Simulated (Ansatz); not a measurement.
**TiAl3: enthalpy against pressure**

TiAl3, Pm-3m, a = 3.948 Å. This isn't the usual stable structure of the compound. Ansatz: PBEsol, PAW, 420 eV, Γ-centred 10×10×10 mesh on 4 atoms, Gaussian smearing 0.10 eV; no spin polarisation. Cell and atoms are relaxed at each pressure, and no other structure is tried, so the rows at high pressure may lie past a change of phase. y is the enthalpy over the state at zero pressure; there V0 = 15.388 Å³/atom. The pressures are the targets, met within 0.07 GPa.

| P (GPa) | y (eV/atom) |
| --- | --- |
| -1.0 | -0.0965 |
| 0.0 | 0.0000 |
| 1.0 | 0.0956 |
| 4.0 | 0.3776 |
| 12.0 | ? |
| 25.0 | 2.2001 |
| 50.0 | 4.1349 |
| 90.0 | 6.9067 |

Question: Fit y = c1 P + c2 P² + c3 P³ to the other rows, say what c1 and c2 mean, and predict the missing value.

Answer: Least squares on the rows shown. y = 0.094729 P − 0.00029212 P² + 1.0251×10⁻⁶ P³. Since dH/dP = V, c1 is V0: 0.094729 eV/GPa × 160.2 = 15.176 Å³ against 15.388; c2 = −V0/(2B0) gives B0 = 162 GPa, where a Birch–Murnaghan fit to the volumes of the same runs (not shown) gives 112 GPa: a cubic over this range folds the higher terms into c2. At P = 12.0 the fit asked for gives 1.0965 eV/atom. The run gave 1.0994 eV/atom, so the fit is 0.0029 eV/atom too low, within twice the rms miss on the fitted rows (0.0017 eV/atom).

The mesh isn't the same in all rows (10×10×10, 12×12×12).